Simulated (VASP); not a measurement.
# InSb (F-43m) in VASP: further runs, part 2 of 2

VASP 6.6.1. The steps go on from the part before.

### 3 Relaxation of cell and atoms, PBEsol

This run uses another cell than the first one, of 34.66 Å³/atom, 1.020 times its volume.

Contents of INCAR:

```
PREC = Accurate
ENCUT = 520
EDIFF = 1E-7
ISMEAR = 0
SIGMA = 0.02
LREAL = F
LASPH = T
NELM = 100
ALGO = Fast
ISIF = 3
LWAVE = F
LCHARG = F
GGA = PS
IBRION = 2
NSW = 80
EDIFFG = -0.002
KPAR = 4
```

Contents of KPOINTS:

```
Automatic mesh
0
Gamma
  8 8 8
```

Contents of POSCAR:

```
InSb                                    
1.0
   -0.0000000000      3.2603479235      3.2603479235
    3.2603479235     -0.0000000000      3.2603479235
    3.2603479235      3.2603479235      0.0000000000
  In              Sb            
     1     1
Direct
     0.0000000000000000    0.0000000000000000    0.0000000000000000
     0.2500000000000000    0.2500000000000000    0.2500000000000000
```

Potentials or basis: VASP PAW PBE potentials, release 64 (In_d, Sb).

Started as:

```
$ cat potpaw_PBE.64/In_d/POTCAR potpaw_PBE.64/Sb/POTCAR > POTCAR
$ mpirun -np 4 vasp_std > vasp.out
```

OUTCAR:

```text
PREC = Accurate
   ENCUT = 520
   EDIFF = 1E-7
   ISMEAR = 0
   LREAL = F
   LASPH = T
   NELM = 100
   ISIF = 3
   GGA = PS
   IBRION = 2
   NSW = 80
   EDIFFG = -0.002

 ion  position               nearest neighbor table
   1  0.000  0.000  0.000-   2 2.82   2 2.82   2 2.82   2 2.82
   2  0.250  0.250  0.250-   1 2.82   1 2.82   1 2.82   1 2.82

  LATTYP: Found a face centered cubic cell.
 ALAT       =     6.5206958470

  Lattice vectors:

 A1 = (   0.0000000000,   3.2603479235,   3.2603479235)
 A2 = (   3.2603479235,   0.0000000000,   3.2603479235)
 A3 = (   3.2603479235,   3.2603479235,   0.0000000000)

Analysis of symmetry for initial positions (statically):
=====================================================================
 Subroutine PRICEL returns:
 Original cell was already a primitive cell.

 Routine SETGRP: Setting up the symmetry group for a
 face centered cubic supercell.

 Subroutine GETGRP returns: Found 24 space group operations
 (whereof 24 operations were pure point group operations)
 out of a pool of 48 trial point group operations.

The static configuration has the point symmetry T_d .

Analysis of symmetry for dynamics (positions and initial velocities):
=====================================================================
 Subroutine PRICEL returns:
 Original cell was already a primitive cell.

 Routine SETGRP: Setting up the symmetry group for a
 face centered cubic supercell.

 Subroutine GETGRP returns: Found 24 space group operations
 (whereof 24 operations were pure point group operations)
 out of a pool of 48 trial point group operations.

The dynamic configuration has the point symmetry T_d .

 Subroutine INISYM returns: Found 24 space group operations
 (whereof 24 operations are pure point group operations),
 and found     1 'primitive' translations

[... 140 lines left out ...]
  ---------------------------------------------------
  ext. energy  EPLUGINS =         0.00000000
  ---------------------------------------------------
  free energy    TOTEN  =        -7.69574626 eV

  energy without entropy =       -7.69568600  energy(sigma->0) =       -7.69571613

------------------------ aborting loop because EDIFF is reached ----------------------------------------

  FORCE on cell =-STRESS in cart. coord.  units (eV):
  Direction    XX          YY          ZZ          XY          YZ          ZX
  --------------------------------------------------------------------------------------
  -------------------------------------------------------------------------------------
  Total        0.0073670      0.0073670      0.0073670     -0.0000000      0.0000000      0.0000000
  in kB        0.1702861      0.1702861      0.1702861     -0.0000000      0.0000000      0.0000000
  external PRESSURE =       0.1702861 kB  Pullay stress =       0.0000000 kB
[... 95 lines left out ...]
--------------------------------------- Ionic step        4  -------------------------------------------

 number of electron      17.9999994 magnetization

 Free energy of the ion-electron system (eV)
  ---------------------------------------------------
  ext. energy  EPLUGINS =         0.00000000
  ---------------------------------------------------
  free energy    TOTEN  =        -7.69574568 eV

  energy without entropy =       -7.69568542  energy(sigma->0) =       -7.69571555

 E-fermi :   4.7675     XC(G=0):  -8.7857

 val. band max:        4.7614097726   @ k =   0.0000   0.0000   0.0000
 cond. band min:       5.1990887697   @ k =   0.5000   0.0000   0.0000
 fundamental gap:      0.4376789971
 Fermi energy:         4.7675011266

 k-point     1 :       0.0000    0.0000    0.0000
  band No.  band energies     occupation
      1      -9.7400      2.00000
      2      -9.7400      2.00000
      3      -9.7400      2.00000
      4      -9.6588      2.00000
      5      -9.6588      2.00000
      6      -5.8659      2.00000
      7       4.3904      2.00000
      8       4.7614      1.33333
      9       4.7614      1.33333
     10       4.7614      1.33333
     11       7.6937      0.00000
     12       7.6937      0.00000
     13       7.6937      0.00000
[... 354 lines left out ...]
  band No.  band energies     occupation
      1      -9.7944      2.00000
      2      -9.7173      2.00000
      3      -9.7116      2.00000
      4      -9.6627      2.00000
      5      -9.6571      2.00000
      6      -4.2699      2.00000
      7      -0.7815      2.00000
      8       2.1283      2.00000
      9       3.1591      2.00000
     10       6.9374      0.00000
     11       8.1437      0.00000
     12       9.7496      0.00000
     13      10.8045      0.00000

 [... further k-points ...]

------------------------ aborting loop because EDIFF is reached ----------------------------------------

  FORCE on cell =-STRESS in cart. coord.  units (eV):
  Direction    XX          YY          ZZ          XY          YZ          ZX
  --------------------------------------------------------------------------------------
  -------------------------------------------------------------------------------------
  Total       -0.0033119     -0.0033119     -0.0033119      0.0000000      0.0000000      0.0000000
  in kB       -0.0765431     -0.0765431     -0.0765431      0.0000000      0.0000000      0.0000000
  external PRESSURE =      -0.0765431 kB  Pullay stress =       0.0000000 kB
[... 17 lines left out ...]
  FREE ENERGIE OF THE ION-ELECTRON SYSTEM (eV)
  ---------------------------------------------------
  free  energy   TOTEN  =        -7.6957456761 eV

  energy  without entropy=       -7.6956854174  energy(sigma->0) =       -7.69571555

 reached required accuracy - stopping structural energy minimisation
```

CONTCAR:

```text
InSb
   1.00000000000000
    -0.0000000000000000    3.2604832911605599    3.2604832911605599
     3.2604832911605599    0.0000000000000000    3.2604832911605599
     3.2604832911605599    3.2604832911605599    0.0000000000000000
  In              Sb
     1     1
Direct
     0.0000000000000000    0.0000000000000000    0.0000000000000000
     0.2500000000000000    0.2500000000000000    0.2500000000000000

  0.00000000E+00  0.00000000E+00  0.00000000E+00
  0.00000000E+00  0.00000000E+00  0.00000000E+00
```

Run time: 29 s. Hardware: 4 MPI ranks of Intel Xeon Platinum 8488C (Sapphire Rapids), shared host; peak memory 0.22 GiB.

Results:

* Free energy: -7.6957 eV
* Relaxed volume: 34.66 Å³/atom
* Relaxed cell: a = 4.611 Å, b = 4.611 Å, c = 4.611 Å, α = 60.00°, β = 60.00°, γ = 60.00°
* Space group after relaxing (to 0.05 Å): F-43m (No. 216)
* Energy gained by relaxing: 0.0 meV/atom
* Ionic steps: 4
* Pressure after relaxing: 0.0 GPa
* Band gap on the k mesh: none (metal or under the smearing width)

Final structure:
```
In Sb
1.0
     0.00000    3.26048    3.26048
     3.26048    0.00000    3.26048
     3.26048    3.26048    0.00000
In Sb
1 1
Cartesian
  0.0000 0.0000 0.0000
  1.6302 1.6302 1.6302
```

Caveat: the PAW data sets were made with another functional, which shifts forces and pressure a little; this crystal is a semiconductor, whose small gap the functional closes, so the metal is an error of the method.
